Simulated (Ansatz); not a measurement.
# GaS: the gap from level to level

A database entry relaxed whole under r2SCAN at zero pressure (P6_3/mmc, No. 194):

```yaml
crystal:
  lattice:
    - [3.59456, 0.00000, 0.00000]
    - [-1.79728, 3.11298, 0.00000]
    - [0.00000, 0.00000, 16.12041]
  atoms:
    - { symbol: Ga, position: [0.33333, 0.66667, 0.17416] }
    - { symbol: Ga, position: [0.66667, 0.33333, 0.67416] }
    - { symbol: Ga, position: [0.33333, 0.66667, 0.32584] }
    - { symbol: Ga, position: [0.66667, 0.33333, 0.82584] }
    - { symbol: S, position: [0.33333, 0.66667, 0.60799] }
    - { symbol: S, position: [0.66667, 0.33333, 0.10799] }
    - { symbol: S, position: [0.33333, 0.66667, 0.89201] }
    - { symbol: S, position: [0.66667, 0.33333, 0.39201] }
```

Its volume is 22.55 Å³ an atom, +4.6 % against the entry's 21.57, which is old or was flagged in a check.

Single points on this cell with plane-wave PAW DFT (Ansatz 0.2.0; r2SCAN 500 eV, hybrids 420 eV; fermi-dirac occupations of width 0.020 eV; no moments): r2SCAN on a 12×12×2 Γ-centred mesh; HSE06 on a 6×6×2 Γ-centred mesh; PBE0 on a 6×6×2 Γ-centred mesh.

**Question.** What does each level give for gap and charges?

**Answer.** The runs give:

```tsv
level	gap (eV), or kind	pressure (GPa)	Bader charge of Ga (e)	Bader charge of S (e)
r2SCAN	2.12	0.0	+0.89	-0.89
HSE06	2.55	0.5	+0.91	-0.91
PBE0	3.25	0.3	+0.91	-0.91
```

Under r2SCAN the gap is 2.12 eV, over mesh and band path. HSE06 moves it by +0.43 eV and PBE0 by +1.13 eV; PBE0 keeps its exact exchange at long range, which widens the gap over HSE06's by 0.70 eV on their common mesh.

Caveats: the relaxation kept the start's symmetry; HSE06 is read on its mesh and at the zone's corners, PBE0 on its mesh alone; hybrid pressures are good to a few tenths of a GPa; no dispersion correction, so weakly bound layers or chains stand too far apart and gaps read wide; pressure is positive in compression.
